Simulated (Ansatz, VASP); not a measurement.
Ni: VASP and Ansatz over several settings

```
CELL_PARAMETERS angstrom
0.00000 1.73757 1.73757
1.73757 0.00000 1.73757
1.73757 1.73757 0.00000
ATOMIC_POSITIONS crystal
Ni 0.00000 0.00000 0.00000
```

Single points on this cell with VASP 6.6.1 and Ansatz 0.2.0. Each row is one pair of runs. Alike in all rows: smearing: fermi-dirac, width 0.05 eV; VASP's potentials, cutoff: VASP PAW PBE potentials, release 64 (Ni), 520 eV; Ansatz's potentials, cutoff: Ansatz PAW, 420 eV.

```csv
level,spin,k mesh,"gap on the k mesh at the Fermi level (eV), VASP","gap on the k mesh at the Fermi level (eV), Ansatz","pressure (GPa), VASP","pressure (GPa), Ansatz"
PBE,off,13 × 13 × 13,none,none,6.9,7.0
PBE,"collinear, typed start",13 × 13 × 13,none,none,7.9,8.1
PBEsol,"collinear, typed start",11 × 11 × 11,none,none,-2.7,-2.7
```

Pressure (GPa): the two programs differ by at most 0.18.

A gap of «none» marks a metal or a gap that the smearing closes.

Caveats: the run has no spin polarisation, though such a crystal can be magnetic (some rows); the PAW data sets were made with another functional, which shifts forces and pressure a little (VASP); the PAW data sets come from PBE, with cores solved anew for the run's functional, which leaves a small shift of forces and pressure (Ansatz).
